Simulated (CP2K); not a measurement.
Runs of CP2K 2026.2 on MgB2. Symmetry: P6/mmm, No. 191, hexagonal system. Conventional cell: a = 3.085 Å, b = 3.085 Å, c = 3.523 Å, α = 90.00°, β = 90.00°, γ = 120.00°. Mg (site symmetry 6/mmm) is surrounded by 12 B at 2.51 Å. Around B (site symmetry -6m2) lie 3 B at 1.78 Å. 

```tsv
task	level	potentials or basis	smearing	EPS_DEFAULT	NGRIDS	points a segment of the path (NPOINTS)	bands added on the path	gap on the mesh (eV)	pressure (GPa)
band structure	PBEsol	POTENTIAL_UZH Mg GTH-PBE-q10, B GTH-PBE-q3; TZVP-MOLOPT-PBE-GTH basis	fermi-dirac 0.01 eV	1.0E-10	5	8	6	none	-0.9
single point	PBEsol	POTENTIAL_UZH Mg GTH-PBE-q10, B GTH-PBE-q3; TZVP-MOLOPT-PBE-GTH basis	fermi-dirac 0.05 eV	1.0E-10	5	-	-	none	-0.9
band structure	LDA	GTH_POTENTIALS Mg GTH-PADE-q10, B GTH-PADE-q3; TZVP-MOLOPT-PBE-GTH basis	fermi-dirac 0.0259 eV	1.0E-10	4	10	6	none	-6.0
band structure	r2SCAN	POTENTIAL_UZH Mg GTH-SCAN-q10, B GTH-SCAN-q3; TZVP-MOLOPT-SCAN-GTH basis	fermi-dirac 0.05 eV	1.0E-9	4	10	4	none	(a)
```

Alike in all rows: no spin polarisation; cell as given; k mesh 10 × 10 × 8.

Problem. Estimate the missing entries.

Solution. (a) -1.9.

Caveats: the basis of atomic orbitals isn't converged, which shifts pressures, moduli and gaps; the potentials were made for another functional, which shifts forces and pressure (some runs).

A gap of «none» marks a metal or a gap under the smearing width.

Runs at the PBE level aren't shown here.
